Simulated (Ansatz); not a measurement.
Basis-set extrapolation for C₄H₆ (`C=C1CC1`) (PBE0-D4/def2-TZVP geometry, frozen core, Ansatz). Multiplicity 1, RHF reference.

|  | def2-TZVPP | def2-QZVPP |
| --- | --- | --- |
| HF | -154.947120 | -154.953975 |
| MP2 correlation | -0.655400 | -0.696464 |
| CCSD(T) correlation | -0.719854 | not run |

Energies in hartree. Use E(X) = E(∞) + A·exp(−7.88·√X) for Hartree–Fock and E(X) = E(∞) + B·X^(−2.97) for correlation, with X = 3 and 4, and add CCSD(T) minus MP2 of the smaller set to the MP2 limit.

Problem. What is the CCSD(T) energy at the basis-set limit?

Solution. HF limit: -154.953975 + (-0.006855) × 0.13774 = -154.95492. MP2 limit: -0.696464 + (-0.041064) × 0.74074 = -0.72688. Higher-order term: -0.719854 − (-0.655400) = -0.06445. Total: -155.74625 hartree, 208.1 kJ/mol below CCSD(T)/def2-TZVPP.
